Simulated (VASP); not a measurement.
# Settings for BN: self-consistent run

BN, Pnma (no. 62), 8 atoms in the cell. LDA; PAW potentials N, B (LDA set). VASP 6.6.1.

Wanted: energy within 0.2 meV/atom; levels at the zone centre within 0.003 eV.

What the run is for: comparing ways to start; Accuracy asked: tight.

Levels at the zone centre: counted from the valence top at that point.

POSCAR:
```
BN
1.0
    4.8800890000      0.0000000000      0.0000000000
    0.0000000000      2.5914640000      0.0000000000
    0.0000000000      0.0000000000      4.2920490000
N B
4 4
Direct
    0.3211300000      0.7500000000      0.1064860000
    0.6788700000      0.2500000000      0.8935140000
    0.1788700000      0.2500000000      0.6064860000
    0.8211300000      0.7500000000      0.3935140000
    0.3404130000      0.2500000000      0.9070960000
    0.1595870000      0.7500000000      0.4070960000
    0.8404130000      0.2500000000      0.5929040000
    0.6595870000      0.7500000000      0.0929040000
```

## How the run starts (with a second run first, the time holds both)

| How the run starts (with a second run first, the time holds both) | Energy less reference (meV/atom) | Levels at the zone centre, largest deviation (eV) | Time (s) |
|---|---|---|---|
| from scratch: 13 SCF iterations | 0.00 | 0.0000 | 41 |
| density of a coarse mesh (ICHARG 1): 13 + 8 SCF iterations | 0.00 | 0.0001 | 48 |
| orbitals of a lower cutoff (ISTART 1): 13 + 6 SCF iterations | 0.00 | 0.0002 | 62 |
| orbitals of a loose run: 10 + 3 SCF iterations | 0.00 | 0.0001 | 36 |

Chosen: from scratch: 13 SCF iterations; no other choice that stays within half of the tolerance saves 30 % of the time.

The chosen settings are those of the reference run.

Values of the reference run: Levels at the zone centre: -0.1927, 0, 6.462 eV from the valence top at Gamma.

## The input

INCAR:
```
  GGA = CA
  ISMEAR = 0
  SIGMA = 0.03
  LWAVE = F
  LCHARG = F
  ISIF = 2
  PREC = Accurate
  LASPH = T
  LREAL = F
  ALGO = Normal
  EDIFF = 1E-6
  NELM = 120
  GGA_COMPAT = F
  ENCUT = 520
  EFERMI = MIDGAP
```

KPOINTS:
```
k-points
0
Gamma
  5 9 6
```

Commands:
```
cat potpaw_LDA.64/N/POTCAR potpaw_LDA.64/B/POTCAR > POTCAR
mpirun -np 1 vasp_std > vasp.out
```

The chosen input took VASP 6.6.1 41 s on 1 core (AMD EPYC 9R45 (Zen 5)), a shared host.

## An input that fails: restart asked without its files

VASP's message: ERROR: charge density could not be read from file CHGCAR for ICHARG>10.

Changes against the starting input:
```
- NELM = 120
+ NELM = 60
+ ICHARG = 11
```
